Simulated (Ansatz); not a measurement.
# InCuS2 (chalcopyrite), energy against volume

InCuS$_{2}$ (chalcopyrite)

Space group I-42d (No. 122); a = b = 5.5770 Å, c = 11.2344 Å, α = β = γ = 90.00°

```tsv
atom	site	symmetry	x	y	z
Cu	4a	-4..	0.0000	0.0000	0.0000
In	4b	-4..	0.0000	0.0000	0.5000
S	8d	.2.	0.2500	0.2800	0.3750
```
(The calculation used a cell of 8 atoms; values per cell refer to that cell.)

Equation-of-state scan: isotropic scaling of the cell above, V₀ being its volume. The atoms relax within the cell's symmetry.

These are PBE (plane waves to 420 eV, PAW, scalar-relativistic; Ansatz, a first-principles code) values and carry that method's errors. k mesh 8×8×8 (Γ-centred), Fermi-Dirac smearing 0.05 eV. Energies are smeared free energies. Stress and pressure are positive under compression. With the shape held, the modulus is that of even scaling; a crystal free to change shape is softer. At this level the bands of InCuS2 touch or barely overlap; measurements give the solid a gap. InCuS2 is run without spin polarisation. InCuS2 was relaxed with its symmetry unable to fall. ΔE is measured from the relaxed starting cell.

```tsv
V/V₀	ΔE (meV/atom)	P (GPa)
0.940	18	4.7
0.950	12	3.8
0.960	8	2.9
0.970	4	2.1
0.980	2	1.4
0.990	0	0.7
1.000	0	0.0
1.010	0	-0.6
1.020	2	-1.2
1.030	4	-1.8
1.040	7	-2.3
1.050	10	-2.8
1.060	14	-3.3
```

Derived quantities:

```
Property                                                                      Result
---------------------------------------------------------------------  -------------
Pressure at the smallest volume                                              4.7 GPa
Energy cost of the largest compression                                   18 meV/atom
Energy cost of the largest expansion                                     14 meV/atom
Bulk modulus at fixed cell shape B₀ (third-order Birch-Murnaghan fit)       64.7 GPa
Pressure derivative B₀′ (fit)                                                    4.9
Equilibrium volume of the fit                                          21.84 Å³/atom
Pressure for 5 % compression (fit)                                           3.8 GPa
```

(Under strain, the slope of the energy per volume gives the stress and its curvature an elastic modulus.)
